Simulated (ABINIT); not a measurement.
Crystal: AgCl (Chlorargyrite).

```xyz
2
Lattice="0.0000 2.7350 2.7350 2.7350 0.0000 2.7350 2.7350 2.7350 0.0000" Properties=species:S:1:pos:R:3 pbc="T T T"
Ag    0.0000    0.0000    0.0000
Cl    2.7350    2.7350    2.7350
```

Base run:

| Quantity | Value |
| --- | --- |
| Program | ABINIT 10.8.3 (patched build) |
| Functional | TB-mBJ |
| Potentials or basis | JTH PAW LDA v2.0 |
| Cutoff | 816 eV |
| k mesh | 8 × 8 × 8 |
| Occupations | fermi-dirac, width 0.05 eV |
| Spin | no spin polarisation |

Its results: band gap on the k mesh 2.78 eV, indirect (least direct gap 4.80 eV).

Problem. After a change of settings the same cell gave: band gap on the k mesh 1.41 eV, indirect (least direct gap 3.84 eV). Which change was it?
A. functional from TB-mBJ to PBEsol; potentials or basis from JTH PAW LDA v2.0 to PseudoDojo NC SR PBEsol v0.4.1 standard; cutoff from 816 eV to 1116 eV; valence electrons from 18 to 26
B. functional from TB-mBJ to LDA; cutoff from 816 eV to 680 eV; fine-grid cutoff from 1414.99 eV to 1278.94 eV
C. functional from TB-mBJ to r2SCAN; potentials or basis from JTH PAW LDA v2.0 to JTH PAW PBE v2.0

Solution. C.

Caveats: the constant c of TB-mBJ comes from the pseudo density here, which moves gaps by up to 0.3 eV between sets of potentials (some runs).
